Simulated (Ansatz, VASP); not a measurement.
# Two plane-wave programs on AlRu3

```xyz
4
Lattice="0.0000 3.0365 3.0365 3.0365 0.0000 3.0365 3.0365 3.0365 0.0000" Properties=species:S:1:pos:R:3 pbc="T T T"
Al    0.0000    0.0000    0.0000
Ru    1.5183    1.5183    1.5183
Ru    4.5548    4.5548    4.5548
Ru    3.0365    3.0365    3.0365
```

Change from the starting cell: species swapped into the Li3Pt type (Fm-3m, No. 225).

Alike in both runs: task single point; functional PBE; k mesh 6 × 6 × 6; occupations gaussian, width 0.1 eV; collinear spin.

|  | VASP | Ansatz |
| --- | --- | --- |
| version | VASP 6.6.1 | Ansatz 0.2.0 |
| potentials or method | VASP PAW PBE potentials, release 64 (Al, Ru_pv) | scalar-relativistic, plane waves, PAW |
| plane-wave cutoff (eV) | 520 | 420 |
| valence electrons in the cell | 45 | 51 |

```tsv
	VASP	Ansatz	Ansatz less VASP
gap on the k mesh at the Fermi level (eV)	none	none	-
pressure (GPa)	0.9	0.9	+0.08
net moment per atom (μB)	0.34	0.34	+0.001
size of the moment on the site where the two differ most (μB)	0.96	0.92	-0.039
```

Site moments also hang on the region over which each program counts them. A gap of «none» marks a metal or a gap that the smearing closes. With one functional, cell and mesh, what is left measures potentials, basis and numerics. The two sets of potentials don't hold the same shells in valence.
